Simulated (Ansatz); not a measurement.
# Sn2Ge: from a guess to a relaxed structure, part 2 of 2

The task: take a trial cell of Sn2Ge to zero force and stress, then test the end with a random kick.

Ansatz 0.2.0; DFT PBE, scalar-relativistic, plane waves, PAW. Earlier steps stand in the parts before.

### 6 Random kick, then relaxation

Atoms are moved at random (σ = 0.1 Å a coordinate) and the cell is strained at random (σ = 1.5 % a component).

Input file input.yaml:

```yaml
crystal:
  lattice:
    - [4.4375611167, -0.0455597733, -0.0368532619]
    - [-0.0789118421, 7.7862866103, -0.1003345024]
    - [-0.0906168039, -0.1424368893, 10.809933923]
  atoms:
    - { symbol: Sn, position: [0.0048019485, -0.014431794, 0.3620267237] }
    - { symbol: Sn, position: [0.493590133, 0.4795788977, 0.3633180541] }
    - { symbol: Sn, position: [-0.0138632297, 0.315342656, 0.022304836] }
    - { symbol: Sn, position: [0.4954075953, 0.8520027294, 0.0521833909] }
    - { symbol: Sn, position: [0.5019846674, 0.1807536188, 0.9617525141] }
    - { symbol: Sn, position: [0.004389133, 0.674810569, 0.9622617977] }
    - { symbol: Sn, position: [0.0173501676, 0.0005737491, 0.6317846361] }
    - { symbol: Sn, position: [0.5410474372, 0.4954436088, 0.6349393426] }
    - { symbol: Ge, position: [0.4999396412, 0.1529795282, 0.7148088111] }
    - { symbol: Ge, position: [0.0118258378, 0.6847563035, 0.7102417889] }
    - { symbol: Ge, position: [-0.0262979558, 0.3387145067, 0.2860972079] }
    - { symbol: Ge, position: [0.4698246246, 0.8394756268, 0.2982808968] }
basis:
  ecutwfc: 420
kpoints:
  mp_grid: { grid: [6, 4, 2] }
hamiltonian:
  xc: pbe
scf:
  occupations: { method: gaussian, width: 0.2 }
  lower_state_search: "off"
output:
  forces: true
  stress: true
  eigenvalues: true
relax:
  adjacent_minimum: "off"
  f_tol: 0.025
  max_steps: 60
  cell: { stress_tol: 0.25 }
```

On the command line:

```bash
$ ansatz run input.yaml --threads 4 --pin off --max-ram 8192MiB --backend cpu --events-out ev --progress --plain --runs-dir out
```

Log:

```text
Warning: RAYON_NUM_THREADS=4 ignored (pool sized by the plan → 4); use --threads N
Engine: ansatz 0.2.0, x86_64-unknown-linux-gnu
Pseudopotentials: kind: paw
Pseudopotential: Sn, paw, valence charge 14, recommended cutoff 420 eV (normal), Sn.paw.azcp
Pseudopotential: Ge, paw, valence charge 14, recommended cutoff 420 eV (normal), Ge.paw.azcp
Functional definition: PBE
  parameter kappa = 0.804
  parameter beta = 0.06672455060314922
  exchange = pbe_x(kappa = kappa, mu = beta*pi^2/3)
  correlation = pbe_c(beta = beta)
Crystal: 12 atoms, lattice volume = 373.377 Å³
Basis set: ecut = 420 eV, 7297 PW (Γ), exchange–correlation on 60×108×150 points (8 copies of the dense FFT grid, shifted against one another)
Bands: 101, of which v1, the nominal top of the filled ones, is band 84 counted from 1 (83 counted from 0)
Symmetry: 1 space group operations
Space group: P1 (ITA 1), of the structure as read, at distance tolerance 7.2e-5 Å
k-points: 28 of 48 (time reversal used)
Non-local potential: Sn, projectors of the file, l = 0: 2, l = 1: 2, l = 2: 2, l = 3: 2
Non-local potential: Ge, projectors of the file, l = 0: 2, l = 1: 2, l = 2: 3, l = 3: 1
PAW form: soft (Blöchl's): semilocal exchange-correlation on the pseudo side does not see the compensation charge
PAW one-centre angular grid: Sn, 590 points (default); XC on 64 Gauss nodes
PAW one-centre angular grid: Ge, 590 points (default); XC on 64 Gauss nodes
Initial density: superposition of atomic densities (neutral atoms: chi_scale 0, normalization atom), corrected by the library's trained network
Initial wavefunctions: pseudopotential atomic-orbital guess
Functional: x = pbe(κ = 0.804, μ = 0.2195149727645171), c = pbe(β = 0.06672455060314922)
SCF iter   1: F=—  HF=-65371.405044 eV  |F-HF|=—  |Δ(HF+E_count)|=         —  Δρ=1.12e-3  dr2=1.56e-2  ethr=1.77e-3  ⟨swp⟩=6.4  Hψ=11769  notcnv=0
preconditioner: auto → LDOS  [metal: Δε(μ)=0.070 eV  Ē_g=20.246 eV  σ=0.200 eV  W_gap=0.19  n_scr=86 (ndim 8)  ℏωp=24.9 eV  f_vac=0.089  D(μ)=1.37/eV (n_scr^D=4)  β→1.0]
SCF iter   2: F=—  HF=-65371.405749 eV  |F-HF|=—  |Δ(HF+E_count)|=   7.06e-4  Δρ=8.82e-4  dr2=1.43e-2  ethr=9.30e-6  ⟨swp⟩=2.1  Hψ=5270  notcnv=0
SCF iter   3: F=—  HF=-65371.402291 eV  |F-HF|=—  |Δ(HF+E_count)|=   3.46e-3  Δρ=2.23e-4  dr2=6.50e-4  ethr=8.49e-6  ⟨swp⟩=2.0  Hψ=4532  notcnv=0
SCF iter   4: F=—  HF=-65371.402262 eV  |F-HF|=—  |Δ(HF+E_count)|=   2.99e-5  Δρ=9.58e-5  dr2=1.46e-4  ethr=3.87e-7  ⟨swp⟩=2.0  Hψ=4396  notcnv=0
SCF iter   5: F=—  HF=-65371.402240 eV  |F-HF|=—  |Δ(HF+E_count)|=   2.18e-5  Δρ=2.52e-5  dr2=4.55e-6  ethr=8.70e-8  ⟨swp⟩=2.0  Hψ=4525  notcnv=0
SCF iter   6: F=—  HF=-65371.402201 eV  |F-HF|=—  |Δ(HF+E_count)|=   3.88e-5  Δρ=7.91e-6  dr2=4.27e-7  ethr=2.71e-9  ⟨swp⟩=2.0  Hψ=5041  notcnv=0
SCF iter   7: F=—  HF=-65371.402201 eV  |F-HF|=—  |Δ(HF+E_count)|=   2.10e-7  Δρ=3.27e-6  dr2=1.25e-7  ethr=5.95e-11  ⟨swp⟩=11.3  Hψ=15154  notcnv=0
SCF iter   8: F=-65371.402201 eV  HF=-65371.402201 eV  |F-HF|=5.07e-9  |Δ(HF+E_count)|=   2.67e-8  Δρ=9.11e-7  dr2=4.28e-9  ethr=5.95e-11  ⟨swp⟩=4.8  Hψ=8444  notcnv=0
SCF 1 converged in 8 iterations: F = -65371.402201 eV  dr2 = 4.28e-9
relax step   1: F+E_penalty+E_count = -65371.40220118 eV  Δ(F+E_penalty+E_count) = +0.000e0 eV  max|allowed force component| = 3.005e0 eV/Å  Δτ_max = 0.0000 Å  P = +3.275 GPa  Ω = 373.377 Å³  (8 SCF iters, dr2 threshold 1.00e-7 eV, accepted)
[... 13 lines left out ...]
relax step   2: F+E_penalty+E_count = -65372.87159764 eV  Δ(F+E_penalty+E_count) = -1.469e0 eV  max|allowed force component| = 7.529e-1 eV/Å  Δτ_max = 0.1947 Å  P = +1.174 GPa  Ω = 379.944 Å³  energy of the carried Pulay correction = -1.147e-3 eV  (6 SCF iters, dr2 threshold 1.20e-6 eV, accepted)
[... 12 lines left out ...]
relax step   3: F+E_penalty+E_count = -65373.08598986 eV  Δ(F+E_penalty+E_count) = -2.144e-1 eV  max|allowed force component| = 7.144e-2 eV/Å  Δτ_max = 0.1906 Å  P = +0.197 GPa  Ω = 386.624 Å³  energy of the carried Pulay correction = -2.294e-3 eV  (7 SCF iters, dr2 threshold 1.20e-6 eV, accepted)
[... 11 lines left out ...]
relax step   4: F+E_penalty+E_count = -65373.14347401 eV  Δ(F+E_penalty+E_count) = -5.748e-2 eV  max|allowed force component| = 4.880e-2 eV/Å  Δτ_max = 0.0608 Å  P = +0.083 GPa  Ω = 388.017 Å³  energy of the carried Pulay correction = -2.531e-3 eV  (6 SCF iters, dr2 threshold 1.20e-6 eV, accepted)
[... 11 lines left out ...]
relax step   5: F+E_penalty+E_count = -65373.14476057 eV  Δ(F+E_penalty+E_count) = -1.287e-3 eV  max|allowed force component| = 9.593e-3 eV/Å  Δτ_max = 0.0097 Å  P = +0.019 GPa  Ω = 388.577 Å³  energy of the carried Pulay correction = -2.626e-3 eV  (6 SCF iters, dr2 threshold 1.49e-7 eV, accepted)
[... 12 lines left out ...]
relax step   6: F+E_penalty+E_count = -65373.14730202 eV  Δ(F+E_penalty+E_count) = -2.541e-3 eV  max|allowed force component| = 9.680e-3 eV/Å  Δτ_max = 0.0000 Å  P = +0.018 GPa  Ω = 388.577 Å³  stress off target by 4.36e-2 GPa  SCF on the basis re-selected at this cell (its energy is not comparable with the rows above)  (7 SCF iters)
basis re-selected at this cell: Δ(F+E_penalty+E_count) = -2.541e-3 eV, ΔP = -0.002 GPa vs the last step (what re-selecting the basis moved, of the pressure what is left beyond the Pulay correction that the steps carried, after the strain that the cell walked since its last selection, with what the two solves' SCF thresholds leave and, on support functions, any second-order correction that the steps lacked; it is no measure of the basis error at this ecutwfc). The dense FFT grid was sized anew with the basis: this SCF ran on 32×54×75 points, the steps before it on 30×54×75, so part of this shift can come from that change (see relax.cell in the input reference). This SCF's stress stands 4.36e-2 GPa from its target on what of the cell is left free (relax.cell.stress_tol is 2.50e-1 GPa) and its largest allowed force component is 9.68e-3 eV/Å (relax.f_tol is 2.50e-2 eV/Å): within both
SCF converged after 7 iterations
Free energy (F): -65373.147302 eV
Harris-Foulkes:  -65373.147302 eV  (|F-HF|=0.00e0)
Internal energy: -65373.114504 eV  (E = F + TS)
E sigma→0 (E₀):  -65373.130903 eV
Entropy (-TS):   -0.032798 eV (-2.733 meV/atom)
Fermi energy:    7.148700 eV
--- Per-component energies (eV) ---
  E_band       = -1715.117917
  E_kinetic    = 1934.169603
  E_local      = -19834.074792  (includes V_loc(G=0)·N_el)
  E_nonlocal   = 1412.528012
  E_hartree    = 9946.713117
  E_xc         = -3354.385284
  E_vxc        = -1016.511630  (∫ρ·V_xc dr)
  E_paw        = -41176.992610  (= ΣΔE_a)
  E_vpaw       = -4104.658455  (= ΣTr[D̂ρ^β])
  E_aug_tail   = 0.001237  (compensation charges beyond the density's cutoff)
  E_ewald      = -14301.073787
  E_smearing   = -0.032798  (= −TS)
  E_closure    = 0.000000  (closes the sum)
  Σ components = -65373.147302   (vs F -65373.147302, Δ=0.00e0)
--- Forces (eV/Å), atoms counted from 1 ---
  atom   1  Sn    -0.00184926    -0.00315124     0.00114114
  atom   2  Sn    -0.00181104    -0.00273101     0.00058985
  atom   3  Sn     0.00020343    -0.00460494     0.00654819
  atom   4  Sn    -0.00046077    -0.00434890     0.00643883
  atom   5  Sn    -0.00048550     0.00407602    -0.00652999
  atom   6  Sn     0.00012378     0.00411718    -0.00642774
  atom   7  Sn     0.00200171     0.00282737    -0.00043136
  atom   8  Sn     0.00183802     0.00293482    -0.00112673
  atom   9  Ge    -0.00160502    -0.00252962     0.00872383
  atom  10  Ge    -0.00165865    -0.00257116     0.00948853
  atom  11  Ge     0.00172713     0.00276128    -0.00873448
  atom  12  Ge     0.00197614     0.00322017    -0.00968015
  max |Σ_I F_I| component: 7.95e-8 eV/Å
--- Stress (GPa, compression-positive) ---
        0.001032      -0.004873      -0.000656
       -0.004873       0.042579      -0.004084
       -0.000656      -0.004084       0.008898
  P = ⅓ Tr σ = 0.0175 GPa (0.175 kbar)
--- Band table (eV; the first three rows and the last of 28) ---
  k-point 0: bands = ["-17.3834", "-17.3833", "-17.3830", "-17.3829", "-17.3795", "-17.3794", "-17.3793", "-17.3792", "-17.3792", "-17.3792", "-17.3789", "-17.3788", "-17.3670", "-17.3669", "-17.3667", "-17.3667", "-17.3660", "-17.3659", "-17.3646", "-17.3645", "-14.4456", "-14.4375", "-14.3683", "-14.3623", "-14.3590", "-14.3461", "-14.3385", "-14.3381", "-14.3371", "-14.3157", "-14.3102", "-14.3101", "-14.2988", "-14.2972", "-14.2957", "-14.2954", "-14.2950", "-14.2841", "-14.2434", "-14.2397", "-14.2382", "-14.2377", "-14.2370", "-14.2365", "-14.2362", "-14.2183", "-14.1799", "-14.1687", "-14.1622", "-14.1418", "-14.1238", "-14.0836", "-14.0355", "-14.0313", "-13.9937", "-13.9930", "-13.9927", "-13.9257", "-13.9252", "-13.9061", "-3.6237", "-2.8894", "-2.2854", "-1.9903", "-1.9521", "-0.4557", "-0.3953", "0.8716", "0.9873", "1.8145", "2.0523", "4.6596", "4.7031", "4.7426", "4.8985", "5.4358", "5.8322", "5.9173", "6.1561", "6.1834", "6.2803", "6.3044", "6.8368", "7.3058", "7.3930", "7.4270", "7.7668", "7.9718", "7.9942", "8.2322", "8.7323", "9.4564", "9.4625", "9.5116", "10.3195", "10.4810", "10.4861", "10.5302", "10.5932", "10.5938", "11.4825"]
[... 3 lines left out ...]
--- Relaxed structure (5 steps of the walk, 5 accepted, 1 SCFs on fresh bases) ---
  F+E_penalty+E_count = -65373.14730202 eV   max|allowed force component| = 9.680e-3 eV/Å   (the final SCF, on the basis selected at the relaxed cell)
  cell:  # Å, volume = 388.5774 Å³
    - [4.516693211516136, 0.0003826599587813379, -6.642837782776245e-5]
    - [0.0004063022656677956, 7.794767142318658, 0.0029735103350290865]
    - [-0.0007071422158748814, 0.0037485931238703807, 11.037072472531303]
  atoms:
    - { symbol: Sn, position: [4.057869748913432e-6, 6.508925203064744e-5, 0.36884947816532515] }
    - { symbol: Sn, position: [0.5000269269941167, 0.500008225975206, 0.36890420551494857] }
    - { symbol: Sn, position: [5.053141368992646e-5, 0.3330953369679118, 0.04940559018667118] }
    - { symbol: Sn, position: [0.5000714273250977, 0.8330385617884498, 0.04945951363560846] }
    - { symbol: Sn, position: [0.5000791669012468, 0.16700318561137487, 0.9505923276394782] }
    - { symbol: Sn, position: [8.208395805073882e-5, 0.6670584351622411, 0.9505429452694752] }
    - { symbol: Sn, position: [-0.00010072899264295312, -6.050043054020118e-5, 0.6310943523001801] }
    - { symbol: Sn, position: [0.49992560390466406, 0.49989116118117216, 0.6311492823148753] }
    - { symbol: Ge, position: [0.4999472132437738, 0.16592628731335476, 0.706970327873483] }
    - { symbol: Ge, position: [-2.9653778717636254e-5, 0.6659711412842535, 0.7069169872941113] }
    - { symbol: Ge, position: [-1.5371406406384293e-5, 0.33402806864751744, 0.293027295238288] }
    - { symbol: Ge, position: [0.4999587426673787, 0.8339750072470281, 0.2930876944675552] }
```

Wall time 2.2 min (4 threads of Intel Xeon Platinum 8488C (Sapphire Rapids), shared host); peak memory 1.6 GiB.

Relaxation path:

```csv
step,E - E(step 1) (eV/cell),largest force component (eV/Å),pressure (GPa),volume (Å³)
1,0.0000,3.0050,3.28,373.38
2,-1.4694,0.7529,1.17,379.94
3,-1.6838,0.0714,0.20,386.62
4,-1.7413,0.0488,0.08,388.02
5,-1.7426,0.0096,0.02,388.58
6,-1.7451,0.0097,0.02,388.58
```

Step 1 is the start. Step 6 repeats the geometry before it on a plane-wave basis chosen anew for that cell, so its energy need not be comparable with the rows above.

|  | before | after | change |
| --- | --- | --- | --- |
| a (Å) | 4.438 | 4.517 | +1.8 % |
| b (Å) | 7.787 | 7.795 | +0.1 % |
| c (Å) | 10.811 | 11.037 | +2.1 % |
| α (°) | 91.49 | 89.96 | -1.7 % |
| β (°) | 90.95 | 90.00 | -1.0 % |
| γ (°) | 91.16 | 89.99 | -1.3 % |
| volume (Å³/atom) | 31.11 | 32.38 | +4.1 % |
| shortest distance (Å) | 2.443 | 2.689 | +10.0 % |
| space group (0.01 Å) | P1 | C2/m | changed |

Change from the reference: -0.3 meV/atom, +0.2 % in volume. At a tolerance of 0.1 Å, which suits this loose relaxation, its space group is P-3m1.

### 7 What came out

What follows sums up all 2 parts.

| quantity | value |
| --- | --- |
| symmetry at the end (tolerance 0.05 Å) | space group P-3m1 (No. 164) |
| conventional cell | a = 4.499 Å, b = 4.499 Å, c = 11.063 Å, α = 90.00°, β = 90.00°, γ = 120.00° |
| volume | 32.33 Å³/atom |
| energy over the elements, grey Sn | +0.04 eV/atom |
| gap on the mesh | none (metal) |

The space group P-3m1 (No. 164) is kept, at nearly the size of the first guess. The formation energy of this structure is too near zero to say whether it is bound against the elements. The kicked cell came back to the same energy, so the end is stable against the distortions that fit this cell and this draw; modes that don't fit the cell aren't tested.
